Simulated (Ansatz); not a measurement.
Tl:

```
CELL_PARAMETERS angstrom
0.00000 2.53043 2.53043
2.53043 0.00000 2.53043
2.53043 2.53043 0.00000
ATOMIC_POSITIONS crystal
Tl 0.00000 0.00000 0.00000
```

This isn't the form of Tl at room conditions, which is hcp.

The cell isn't the ideal one: volume scaled by 1.08.

```yaml
Program: Ansatz 0.2.0
Task: relaxation of cell and atoms
Functional: PBE exchange only
Potentials_or_basis: all-electron LAPW, scalar-relativistic
Basis_error_allowed: 0.001 eV/atom
k_mesh: 9 × 9 × 9
Occupations: fermi-dirac, width 0.15 eV
Spin: no spin polarisation
```

At the start: volume 32.41 Å³/atom.

Problem. Where does the relaxation end?

Solution. Over 6 steps the energy falls by 195.1 meV/atom and the volume is 45.96 Å³/atom (+41.8 %); space group Fm-3m (No. 225, to 0.05 Å).

Step by step:
| step | energy change (eV) | largest force (eV/Å) | volume (Å³) |
| --- | --- | --- | --- |
| 1 | 0.0000 | 0.0000 | 32.41 |
| 2 | -0.1362 | 0.0000 | 37.38 |
| 3 | -0.1833 | 0.0000 | 41.74 |
| 4 | -0.1939 | 0.0000 | 44.63 |
| 5 | -0.1951 | 0.0000 | 45.96 |
| 6 | -0.1951 | 0.0000 | 45.96 |

Final structure:
```yaml
crystal:
  lattice:
    - [0.00000, 2.84306, 2.84306]
    - [2.84306, 0.00000, 2.84306]
    - [2.84306, 2.84306, 0.00000]
  atoms:
    - { symbol: Tl, position: [0.00000, 0.00000, 0.00000] }
```
